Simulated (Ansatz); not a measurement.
# C: from a guess to a relaxed structure, part 2 of 2

The task: take a trial cell of C to zero force and stress.

Ansatz 0.2.0; DFT PBE, scalar-relativistic, plane waves, PAW. Earlier steps stand in the parts before.

## (5) Spin check on a coarse mesh

File input.yaml:

```yaml
crystal:
  lattice:
    - [1.3527268956, -3.9077129126, 0.0]
    - [1.3527268956, 3.9077129126, 0.0]
    - [0.0, 0.0, 2.5092145593]
  atoms:
    - { symbol: C, position: [0.0859166161, 0.9140833839, 0.5], spin: 1.0 }
    - { symbol: C, position: [0.9140833839, 0.0859166161, 0.5], spin: 1.0 }
    - { symbol: C, position: [0.1892947989, 0.8107052011, 0.0], spin: 1.0 }
    - { symbol: C, position: [0.8107052011, 0.1892947989, 0.0], spin: 1.0 }
basis:
  ecutwfc: 420
kpoints:
  mp_grid: { grid: [6, 6, 6] }
hamiltonian:
  xc: pbe
scf:
  occupations: { method: gaussian, width: 0.1 }
  lower_state_search: "off"
output:
  forces: true
  stress: true
  eigenvalues: true
  populations: true
magnetization:
  spin_polarized: true
```

The run is started by

```console
$ ansatz run input.yaml --threads 1 --pin off --max-ram 2560MiB --backend cpu --events-out ev --progress --plain --runs-dir out
```

Output (excerpt; [...] marks lines left out):

```text
[...]
SCF converged after 15 iterations
Magnetization: -0.0000 μB (8.0000 up, 8.0000 down)
Absolute magnetization: 0.0000 μB (∫|ρ↑−ρ↓|, with the PAW one-centre terms)
Spin contamination: 0.0000 ħ² per cell (⟨S²⟩ above its minimum at these occupations)
[...]
--- Band table (eV; the first three rows and the last of 104) ---
  k-point 0 ↑: bands = ["-9.6206", "-2.8283", "-2.2627", "4.6158", "5.7210", "8.6291", "9.1290", "9.2038", "13.9382", "16.3822", "17.5732", "18.9000", "20.2407", "20.9716"]
[...]
--- Löwdin populations: 4 sites ---
  site symbol       q [e]    m [muB]
     0      C      3.9857    -0.0000
     1      C      3.9857    -0.0000
     2      C      3.9704    -0.0000
     3      C      3.9704    -0.0000
  spilling = 0.005485 (of n_electrons = 16.000000)
```

It took 16 s on 1 thread of Intel Xeon at 2.50GHz (Skylake/Cascade Lake), shared host; peak memory 0.31 GiB.

By site:

```
atom  Löwdin electrons
  C1              3.99
  C2              3.99
  C3              3.97
  C4              3.97
```

The same cell is solved with trial moments on C. The largest site moment that stays is 0.00 μB and the cell's total 0.00 μB. The workflow keeps spin only above 0.25 μB on a site, so the next run goes without spin.

## (6) Final relaxation

The end of the coarse run is made exact in the group found at a tolerance of 0.06 Å and reduced to its primitive cell.

File input.yaml:

```yaml
crystal:
  lattice:
    - [1.3527268956, -3.9077129126, 0.0]
    - [1.3527268956, 3.9077129126, 0.0]
    - [0.0, 0.0, 2.5092145593]
  atoms:
    - { symbol: C, position: [0.0859166161, 0.9140833839, 0.5] }
    - { symbol: C, position: [0.9140833839, 0.0859166161, 0.5] }
    - { symbol: C, position: [0.1892947989, 0.8107052011, 0.0] }
    - { symbol: C, position: [0.8107052011, 0.1892947989, 0.0] }
basis:
  ecutwfc: 420
kpoints:
  mp_grid: { grid: [18, 18, 18] }
hamiltonian:
  xc: pbe
scf:
  occupations: { method: gaussian, width: 0.1 }
output:
  forces: true
  stress: true
  eigenvalues: true
  write_density: true
  write_potential: true
  elf: true
  volumetric_format: npy
relax:
  adjacent_minimum: "off"
  f_tol: 0.01
  max_steps: 80
  cell: { stress_tol: 0.05 }
```

The run is started by

```console
$ ansatz run input.yaml --threads 1 --pin off --max-ram 2560MiB --backend cpu --events-out ev --progress --plain --runs-dir out
```

Output:

```text
Warning: RAYON_NUM_THREADS=1 ignored (pool sized by the plan → 1); use --threads N
[... 8 set-up lines as earlier in the session ...]
Crystal: 4 atoms, lattice volume = 26.528 Å³
Basis set: ecut = 420 eV, 509 PW (Γ), exchange–correlation on 60×60×36 points (8 copies of the dense FFT grid, shifted against one another)
Bands: 12, of which v1, the nominal top of the filled ones, is band 8 counted from 1 (7 counted from 0)
[... 1 set-up line as earlier in the session ...]
Space group: Cmmm (ITA 65), of the structure as read, at distance tolerance 3.0e-5 Å
k-points: 910 of 5832
[... 6 set-up lines as earlier in the session ...]
SCF iter   1: F=—  HF=-1002.044083 eV  |F-HF|=—  |Δ(HF+E_count)|=         —  Δρ=1.15e-2  dr2=3.94e-2  ethr=1.77e-3  ⟨swp⟩=4.9  Hψ=61484  notcnv=0
preconditioner: auto → none  [metal: Δε(μ)=0.029 eV  Ē_g=15.705 eV  σ=0.100 eV  W_gap=0.16  n_scr=8 (ndim 8)  ℏωp=28.8 eV  f_vac=0.000  D(μ)=0.32/eV (n_scr^D=0)  sad-step TF]
SCF iter   2: F=—  HF=-1002.039093 eV  |F-HF|=—  |Δ(HF+E_count)|=   4.99e-3  Δρ=7.32e-3  dr2=1.88e-2  ethr=2.46e-4  ⟨swp⟩=1.0  Hψ=18201  notcnv=0
SCF iter   3: F=—  HF=-1002.033726 eV  |F-HF|=—  |Δ(HF+E_count)|=   5.37e-3  Δρ=8.26e-4  dr2=8.76e-5  ethr=1.17e-4  ⟨swp⟩=2.1  Hψ=16178  notcnv=0
SCF iter   4: F=—  HF=-1002.033786 eV  |F-HF|=—  |Δ(HF+E_count)|=   6.04e-5  Δρ=1.39e-4  dr2=3.36e-6  ethr=5.47e-7  ⟨swp⟩=2.1  Hψ=18092  notcnv=0  defer=2
iter 5 did not close the SCF: its close was put off for the readings that it lacked (scf_convergence_deferred on its scf_iter line)
SCF iter   5: F=-1002.033787 eV  HF=-1002.033787 eV  |F-HF|=2.43e-8  |Δ(HF+E_count)|=   5.38e-7  Δρ=2.08e-5  dr2=8.56e-8  ethr=2.10e-8  ⟨swp⟩=2.1  Hψ=17450  notcnv=0  defer=3
SCF iter   6: F=-1002.033787 eV  HF=-1002.033787 eV  |F-HF|=1.22e-9  |Δ(HF+E_count)|=   4.09e-8  Δρ=4.42e-6  dr2=3.73e-9  ethr=5.35e-10  ⟨swp⟩=7.2  Hψ=74497  notcnv=0
the search or the solves at the SCF's close seem to have found levels that the self-consistency loop had missed (the run counts 1). By its estimate they hold under 1e-12 electrons; where the run keeps them, the occupations were computed again with them
SCF 1 converged in 6 iterations: F = -1002.033787 eV  dr2 = 3.73e-9
relax step   1: F+E_penalty+E_count = -1002.03378674 eV  Δ(F+E_penalty+E_count) = +0.000e0 eV  max|allowed force component| = 1.239e-1 eV/Å  Δτ_max = 0.0000 Å  P = -0.132 GPa  Ω = 26.528 Å³  (6 SCF iters, dr2 threshold 1.00e-7 eV, accepted)
Crystal: 4 atoms, lattice volume = 26.472 Å³
[... 2 set-up lines as earlier in the session ...]
iter 1 solved again at ethr=2.49e-7 eV; its pass at ethr=3.10e-3 eV (dr2=3.98e-5 eV) is discarded
SCF iter   1: F=—  HF=-1002.034376 eV  |F-HF|=—  |Δ(HF+E_count)|=         —  Δρ=5.52e-4  dr2=4.05e-5  ethr=2.49e-7  ⟨swp⟩=3.0  Hψ=89526  notcnv=0
preconditioner: auto → none  [metal: Δε(μ)=0.022 eV  Ē_g=15.697 eV  σ=0.100 eV  W_gap=0.13  n_scr=8 (ndim 8)  ℏωp=28.9 eV  f_vac=0.000  D(μ)=0.35/eV (n_scr^D=0)]
SCF iter   2: F=—  HF=-1002.034380 eV  |F-HF|=—  |Δ(HF+E_count)|=   3.24e-6  Δρ=2.64e-4  dr2=7.09e-6  ethr=2.49e-7  ⟨swp⟩=2.3  Hψ=15615  notcnv=0
iter 3 did not close the SCF: its close was put off for the readings that it lacked (scf_convergence_deferred on its scf_iter line)
SCF iter   3: F=-1002.034381 eV  HF=-1002.034381 eV  |F-HF|=5.73e-9  |Δ(HF+E_count)|=   1.57e-6  Δρ=3.36e-5  dr2=1.71e-7  ethr=4.43e-8  ⟨swp⟩=2.2  Hψ=18244  notcnv=0
iter 4 did not close the SCF: its close was put off for the readings that it lacked (scf_convergence_deferred on its scf_iter line)
SCF iter   4: F=-1002.034381 eV  HF=-1002.034381 eV  |F-HF|=3.94e-9  |Δ(HF+E_count)|=   4.95e-8  Δρ=6.55e-6  dr2=5.17e-9  ethr=1.07e-9  ⟨swp⟩=2.3  Hψ=16196  notcnv=0
iter 5 did not close the SCF: its close was put off for the readings that it lacked (scf_convergence_deferred on its scf_iter line)
SCF iter   5: F=-1002.034381 eV  HF=-1002.034381 eV  |F-HF|=7.82e-11  |Δ(HF+E_count)|=   5.25e-9  Δρ=7.50e-7  dr2=7.19e-11  ethr=3.23e-11  ⟨swp⟩=2.0  Hψ=17882  notcnv=0
SCF iter   6: F=-1002.034381 eV  HF=-1002.034381 eV  |F-HF|=1.71e-12  |Δ(HF+E_count)|=  9.72e-11  Δρ=1.44e-7  dr2=3.26e-12  ethr=1.00e-12  ⟨swp⟩=4.5  Hψ=53657  notcnv=0
SCF 2 converged in 6 iterations: F = -1002.034381 eV  dr2 = 3.26e-12
relax step   2: F+E_penalty+E_count = -1002.03438120 eV  Δ(F+E_penalty+E_count) = -5.945e-4 eV  max|allowed force component| = 9.026e-2 eV/Å  Δτ_max = 0.0016 Å  P = -0.057 GPa  Ω = 26.472 Å³  energy of the carried Pulay correction = +2.928e-4 eV  (6 SCF iters, dr2 threshold 4.00e-7 eV, accepted)
Crystal: 4 atoms, lattice volume = 26.477 Å³
iter 1 solved again at ethr=1.10e-7 eV; its pass at ethr=3.10e-3 eV (dr2=1.77e-5 eV) is discarded
SCF iter   1: F=—  HF=-1002.034496 eV  |F-HF|=—  |Δ(HF+E_count)|=         —  Δρ=2.96e-4  dr2=1.55e-5  ethr=1.10e-7  ⟨swp⟩=2.1  Hψ=83185  notcnv=0
preconditioner: auto → none  [metal: Δε(μ)=0.016 eV  Ē_g=15.698 eV  σ=0.100 eV  W_gap=0.09  n_scr=8 (ndim 8)  ℏωp=28.9 eV  f_vac=0.000  D(μ)=0.34/eV (n_scr^D=0)]
SCF iter   2: F=—  HF=-1002.034498 eV  |F-HF|=—  |Δ(HF+E_count)|=   2.33e-6  Δρ=1.10e-4  dr2=1.22e-6  ethr=9.71e-8  ⟨swp⟩=2.1  Hψ=15074  notcnv=0
iter 3 did not close the SCF: its close was put off for the readings that it lacked (scf_convergence_deferred on its scf_iter line)
SCF iter   3: F=-1002.034498 eV  HF=-1002.034498 eV  |F-HF|=2.02e-8  |Δ(HF+E_count)|=   5.31e-8  Δρ=2.99e-5  dr2=7.96e-8  ethr=7.63e-9  ⟨swp⟩=2.3  Hψ=17029  notcnv=0
iter 4 did not close the SCF: its close was put off for the readings that it lacked (scf_convergence_deferred on its scf_iter line)
SCF iter   4: F=-1002.034498 eV  HF=-1002.034498 eV  |F-HF|=4.18e-10  |Δ(HF+E_count)|=   2.48e-8  Δρ=2.43e-6  dr2=4.49e-10  ethr=4.97e-10  ⟨swp⟩=2.1  Hψ=17370  notcnv=0
iter 5 did not close the SCF: its close was put off for the readings that it lacked (scf_convergence_deferred on its scf_iter line)
SCF iter   5: F=-1002.034498 eV  HF=-1002.034498 eV  |F-HF|=9.32e-12  |Δ(HF+E_count)|=  4.60e-10  Δρ=3.50e-7  dr2=1.21e-11  ethr=2.81e-12  ⟨swp⟩=2.3  Hψ=17764  notcnv=0
SCF iter   6: F=-1002.034498 eV  HF=-1002.034498 eV  |F-HF|=0.00e0  |Δ(HF+E_count)|=  1.15e-11  Δρ=4.81e-8  dr2=5.08e-13  ethr=1.00e-12  ⟨swp⟩=5.0  Hψ=50266  notcnv=0
SCF 3 converged in 6 iterations: F = -1002.034498 eV  dr2 = 5.08e-13
relax step   3: F+E_penalty+E_count = -1002.03449834 eV  Δ(F+E_penalty+E_count) = -1.171e-4 eV  max|allowed force component| = 3.065e-2 eV/Å  Δτ_max = 0.0008 Å  P = -0.056 GPa  Ω = 26.477 Å³  energy of the carried Pulay correction = +2.641e-4 eV  (6 SCF iters, dr2 threshold 4.00e-7 eV, accepted)
[... 12 lines left out ...]
relax step   4: F+E_penalty+E_count = -1002.03454033 eV  Δ(F+E_penalty+E_count) = -4.198e-5 eV  max|allowed force component| = 1.202e-3 eV/Å  Δτ_max = 0.0003 Å  P = -0.021 GPa  Ω = 26.472 Å³  energy of the carried Pulay correction = +2.931e-4 eV  (6 SCF iters, accepted)
[... 14 lines left out ...]
relax step   5: F+E_penalty+E_count = -1002.03423278 eV  Δ(F+E_penalty+E_count) = +3.075e-4 eV  max|allowed force component| = 1.134e-3 eV/Å  Δτ_max = 0.0000 Å  P = -0.038 GPa  Ω = 26.472 Å³  stress off target by 6.28e-2 GPa  SCF on the basis re-selected at this cell (its energy is not comparable with the rows above)  (7 SCF iters)
[... 16 lines left out ...]
relax step   6: F+E_penalty+E_count = -1002.03424752 eV  Δ(F+E_penalty+E_count) = -1.474e-5 eV  max|allowed force component| = 1.917e-3 eV/Å  Δτ_max = 0.0000 Å  P = +0.002 GPa  Ω = 26.469 Å³  energy of the carried Pulay correction = +1.438e-5 eV  (7 SCF iters, accepted)
iter 1 solved again at ethr=3.56e-8 eV; its pass at ethr=3.10e-3 eV (dr2=5.70e-6 eV) is discarded
SCF iter   1: F=—  HF=-1002.034228 eV  |F-HF|=—  |Δ(HF+E_count)|=         —  Δρ=8.57e-7  dr2=3.43e-11  ethr=3.56e-8  ⟨swp⟩=3.6  Hψ=94231  notcnv=0
eigensolver tolerance schedule: the retry pair's looser diagonalisation over-reported the residual by 166335.66 of it (diagonalisation noise at an unbounded share of the residual, at the tolerance the schedule requests for it); recorded, not acted on — ethr = c·dr2/N_el stays at c = 1.0e-1
preconditioner: auto → none  [metal: Δε(μ)=0.020 eV  Ē_g=15.701 eV  σ=0.100 eV  W_gap=0.11  n_scr=8 (ndim 8)  ℏωp=28.9 eV  f_vac=0.000  D(μ)=0.34/eV (n_scr^D=0)]
SCF iter   2: F=—  HF=-1002.034234 eV  |F-HF|=—  |Δ(HF+E_count)|=   5.81e-6  Δρ=4.72e-7  dr2=7.89e-12  ethr=1.00e-12  ⟨swp⟩=3.5  Hψ=24824  notcnv=0
iter 3 did not close the SCF: its close was put off for the readings that it lacked (scf_convergence_deferred on its scf_iter line)
SCF iter   3: F=-1002.034234 eV  HF=-1002.034234 eV  |F-HF|=5.80e-12  |Δ(HF+E_count)|=  1.91e-11  Δρ=2.26e-7  dr2=1.79e-12  ethr=1.00e-12  ⟨swp⟩=1.0  Hψ=10920  notcnv=0
iter 4 did not close the SCF: its close was put off for the readings that it lacked (scf_convergence_deferred on its scf_iter line)
SCF iter   4: F=-1002.034234 eV  HF=-1002.034234 eV  |F-HF|=0.00e0  |Δ(HF+E_count)|=  5.91e-12  Δρ=8.67e-9  dr2=1.45e-14  ethr=1.00e-12  ⟨swp⟩=1.0  Hψ=10920  notcnv=0
iter 5 did not close the SCF: its close was put off for the readings that it lacked (scf_convergence_deferred on its scf_iter line)
SCF iter   5: F=-1002.034234 eV  HF=-1002.034234 eV  |F-HF|=2.27e-13  |Δ(HF+E_count)|=  2.27e-13  Δρ=5.50e-9  dr2=2.04e-15  ethr=1.00e-12  ⟨swp⟩=1.0  Hψ=10920  notcnv=0
iter 6 did not close the SCF: its close was put off for the readings that it lacked (scf_convergence_deferred on its scf_iter line)
SCF iter   6: F=-1002.034234 eV  HF=-1002.034234 eV  |F-HF|=3.41e-13  |Δ(HF+E_count)|=  1.14e-13  Δρ=2.05e-9  dr2=4.91e-16  ethr=1.00e-12  ⟨swp⟩=1.0  Hψ=10920  notcnv=0
SCF iter   7: F=-1002.034234 eV  HF=-1002.034234 eV  |F-HF|=0.00e0  |Δ(HF+E_count)|=  1.14e-13  Δρ=7.30e-10  dr2=3.03e-17  ethr=1.00e-12  ⟨swp⟩=2.4  Hψ=33409  notcnv=0
SCF 7 converged in 7 iterations: F = -1002.034234 eV  dr2 = 3.03e-17
relax step   7: F+E_penalty+E_count = -1002.03423385 eV  Δ(F+E_penalty+E_count) = +1.367e-5 eV  max|allowed force component| = 1.926e-3 eV/Å  Δτ_max = 0.0000 Å  P = +0.002 GPa  Ω = 26.469 Å³  stress off target by 1.46e-2 GPa  SCF on the basis re-selected at this cell (its energy is not comparable with the rows above)  (7 SCF iters)
basis re-selected at this cell: Δ(F+E_penalty+E_count) = +1.367e-5 eV, ΔP = -0.000 GPa vs the last step (what re-selecting the basis moved, of the pressure what is left beyond the Pulay correction that the steps carried, after the strain that the cell walked since its last selection, with what the two solves' SCF thresholds leave and, on support functions, any second-order correction that the steps lacked; it is no measure of the basis error at this ecutwfc). This SCF's stress stands 1.46e-2 GPa from its target on what of the cell is left free (relax.cell.stress_tol is 5.00e-2 GPa) and its largest allowed force component is 1.93e-3 eV/Å (relax.f_tol is 1.00e-2 eV/Å): within both
SCF converged after 7 iterations
Free energy (F): -1002.034234 eV
Harris-Foulkes:  -1002.034234 eV  (|F-HF|=0.00e0)
Internal energy: -1002.032512 eV  (E = F + TS)
E sigma→0 (E₀):  -1002.033373 eV
Entropy (-TS):   -0.001722 eV (-0.431 meV/atom)
Fermi energy:    11.753346 eV
--- Per-component energies (eV) ---
  E_band       = 31.149810
  E_kinetic    = 364.125968
  E_local      = -346.144367  (includes V_loc(G=0)·N_el)
  E_nonlocal   = 107.760867
  E_hartree    = 85.481818
  E_xc         = -192.762024
  E_vxc        = -238.991544  (∫ρ·V_xc dr)
  E_paw        = -396.840549  (= ΣΔE_a)
  E_vpaw       = -26.564783  (= ΣTr[D̂ρ^β])
  E_aug_tail   = 0.000030  (compensation charges beyond the density's cutoff)
  E_ewald      = -623.654256
  E_smearing   = -0.001722  (= −TS)
  E_closure    = -0.000000  (closes the sum)
  Σ components = -1002.034234   (vs F -1002.034234, Δ=0.00e0)
--- Forces (eV/Å), atoms counted from 1 ---
  atom   1  C     -0.00000000    -0.00192591     0.00000000
  atom   2  C      0.00000000     0.00192591    -0.00000000
  atom   3  C      0.00000000    -0.00146255    -0.00000000
  atom   4  C     -0.00000000     0.00146255     0.00000000
  max |Σ_I F_I| component: 4.34e-19 eV/Å
--- Stress (GPa, compression-positive) ---
        0.006463      -0.000000      -0.000000
       -0.000000       0.014141       0.000000
       -0.000000       0.000000      -0.014578
  P = ⅓ Tr σ = 0.0020 GPa (0.020 kbar)
--- Band table (eV; the first three rows and the last of 910) ---
  k-point 0: bands = ["-9.6081", "-2.8101", "-2.2400", "4.6248", "5.7757", "8.7044", "9.1389", "9.2328", "14.0266", "16.3865", "17.6052", "18.9373"]
  k-point 1: bands = ["-9.5520", "-2.7612", "-2.2030", "4.3394", "5.8197", "8.7520", "8.8669", "9.0820", "14.1537", "16.7532", "17.6971", "18.8500"]
  k-point 2: bands = ["-9.3839", "-2.6142", "-2.0974", "3.5907", "5.9500", "8.1604", "8.6517", "8.8924", "14.4667", "17.7473", "17.9615", "18.5939"]
  k-point 909: bands = ["-4.5339", "-3.7000", "-2.8563", "-1.9745", "4.7810", "7.3250", "7.5950", "10.4174", "16.6625", "16.8112", "18.5654", "18.7612"]
--- Relaxed structure (5 steps of the walk, 5 accepted, 2 SCFs on fresh bases) ---
  F+E_penalty+E_count = -1002.03423385 eV   max|allowed force component| = 1.926e-3 eV/Å   (the final SCF, on the basis selected at the relaxed cell)
  cell:  # Å, volume = 26.4689 Å³
    - [1.3489682034173887, -3.9089689868924737, 0.0]
    - [1.3489682034173887, 3.9089689868924737, 0.0]
    - [0.0, 0.0, 2.509812468304428]
  atoms:
    - { symbol: C, position: [0.08605128219400848, 0.9139487178059915, 0.5000000000000001] }
    - { symbol: C, position: [0.9139487178059915, 0.08605128219400848, 0.5000000000000001] }
    - { symbol: C, position: [0.18923215486942013, 0.8107678451305799, 0.0] }
    - { symbol: C, position: [0.8107678451305799, 0.18923215486942013, 0.0] }
```

Wall time 7.1 min (1 thread of Intel Xeon at 2.50GHz (Skylake/Cascade Lake), shared host); peak memory 0.61 GiB.

The steps of the relaxation:

```
step  E - E(step 1) (eV/cell)  largest force component (eV/Å)  pressure (GPa)  volume (Å³)
   1                   0.0000                          0.1239           -0.13        26.53
   2                  -0.0006                          0.0903           -0.06        26.47
   3                  -0.0007                          0.0306           -0.06        26.48
   4                  -0.0008                          0.0012           -0.02        26.47
   5                  -0.0004                          0.0011           -0.04        26.47
   6                  -0.0005                          0.0019            0.00        26.47
   7                  -0.0004                          0.0019            0.00        26.47
```

Step 1 is the start. Steps 5, 7 each repeat the geometry before them on a plane-wave basis chosen anew, so the energy can jump there without any move.

Lengths and angles in the start's conventional setting:

|  | before | after | change |
| --- | --- | --- | --- |
| a (Å) | 2.705 | 2.698 | -0.3 % |
| b (Å) | 7.815 | 7.818 | 0.0 % |
| c (Å) | 2.509 | 2.510 | 0.0 % |
| volume (Å³/atom) | 6.63 | 6.62 | -0.2 % |
| shortest distance (Å) | 1.343 | 1.345 | +0.2 % |
| space group (0.01 Å) | Cmmm | Cmmm | same |

Forces and stress were held to the start's 8 operations: a distortion of lower symmetry was not tested.

Axes a, b and c in the maps are those of this run's conventional cell (a, b, c = 2.698, 7.818, 2.510 Å).

Density in a lattice plane of the grid's cell (edges 7.82 and 2.51 Å, at 0.000 of the third edge), which holds C.

Ten even steps from ' ' (0.04 e/Å³) to '@' (2.23 e/Å³):
```
....--##%%**--..                  ..--**%%##--..
++**##%%++::..                      ..::++%%##**
@@@@%%##==..                          ..==##%%@@
++**##%%++::..                      ..::++%%##**
....--##%%**--..                  ..--**%%##--..
    ::**####**::..              ..::**####**::  
```
Columns run along the first of these edges and rows up along the second, over one cell in 24 and 6 even steps from the bottom left corner. Atoms in the plane (fractional): C at (0.91, 0.50), C at (0.09, 0.50), C at (0.81, 0.00), C at (0.19, 0.00).

ELF in the same plane.

Ten even steps from '0' (0.01) to '9' (0.92):
```
238985641000000014658983
865996210000000001269956
950263000000100000036205
865996210000000001269956
238985641000000014658983
015610662000000026601651
```
Columns run along the first of these edges and rows up along the second, over one cell in 24 and 6 even steps from the bottom left corner. Atoms in the plane (fractional): C at (0.91, 0.50), C at (0.09, 0.50), C at (0.81, 0.00), C at (0.19, 0.00).

Both are smooth fields of the valence electrons: close to the nuclei they are not physical.

Outside the cores ELF peaks at 0.94 on the C–C line, 0.7 Å from C.

## (7) Changed: n_extra_bands 16

File input.yaml:

```yaml
crystal:
  lattice:
    - [1.3489682034, -3.9089689869, 0.0]
    - [1.3489682034, 3.9089689869, 0.0]
    - [0.0, 0.0, 2.5098124683]
  atoms:
    - { symbol: C, position: [0.0860512822, 0.9139487178, 0.5] }
    - { symbol: C, position: [0.9139487178, 0.0860512822, 0.5] }
    - { symbol: C, position: [0.1892321549, 0.8107678451, 0.0] }
    - { symbol: C, position: [0.8107678451, 0.1892321549, 0.0] }
basis:
  ecutwfc: 420
kpoints:
  mp_grid: { grid: [18, 18, 18] }
hamiltonian:
  xc: pbe
scf:
  occupations: { method: gaussian, width: 0.1 }
  n_extra_bands: 16
output:
  forces: true
  eigenvalues: true
  stress: true
```

The run is started by

```console
$ ansatz run input.yaml --threads 1 --pin off --max-ram 2560MiB --backend cpu --events-out ev --progress --plain --runs-dir out
```

Output (excerpt; [...] marks lines left out):

```text
Warning: RAYON_NUM_THREADS=1 ignored (pool sized by the plan → 1); use --threads N
scf.n_extra_bands = 16 over 8 filled bands (N_el = 16.0): the run solves 24 bands
[...]
[... 3 set-up lines as earlier in the session ...]
[...]
Crystal: 4 atoms, lattice volume = 26.469 Å³
[...]
  atom   1  C      0.00000000    -0.00185076     0.00000000
  atom   2  C      0.00000000     0.00185076     0.00000000
  atom   3  C      0.00000000    -0.00144511     0.00000000
  atom   4  C      0.00000000     0.00144511     0.00000000
[...]
--- Stress (GPa, compression-positive) ---
        0.006235       0.000000       0.000000
        0.000000       0.012702       0.000000
        0.000000       0.000000      -0.015574
  P = ⅓ Tr σ = 0.0011 GPa (0.011 kbar)
--- Band table (eV; the first three rows and the last of 910) ---
[... band rows left out ...]
[...]
```

Run time: 57 s. Hardware: 1 thread of Intel Xeon at 2.50GHz (Skylake/Cascade Lake), shared host; peak memory 0.71 GiB.

```
    run     ending  energy change  pressure (GPa)  gap (eV)  force (eV/Å)  cycles     time
 step 6  converged              0             0.0      0.00          0.00       -  7.1 min
variant  converged   0.0 meV/atom             0.0      0.00          0.00       6     57 s
```

Same state: the changed band count leaves the energy within 0.5 meV/atom.

## (8) What came out

What follows sums up all 2 parts. Changes of volume or cell count from the first structure of part 1.

```
                              quantity                                                                      value
symmetry at the end (tolerance 0.05 Å)                                                  space group Cmmm (No. 65)
                     conventional cell  a = 2.698 Å, b = 7.818 Å, c = 2.510 Å, α = 90.00°, β = 90.00°, γ = 90.00°
                                volume                                                               6.62 Å³/atom
        energy over the standard state                                                              +0.44 eV/atom
                       gap on the mesh                                                               none (metal)
```

What this shows: The space group Cmmm (No. 65) is kept, and the volume per atom grows by 17.1 % from the first guess. It lies above the element's standard state, so it is metastable at best. No finished test with a distortion of lower symmetry is shown, so the end may be a saddle point. Other magnetic orders were not searched.
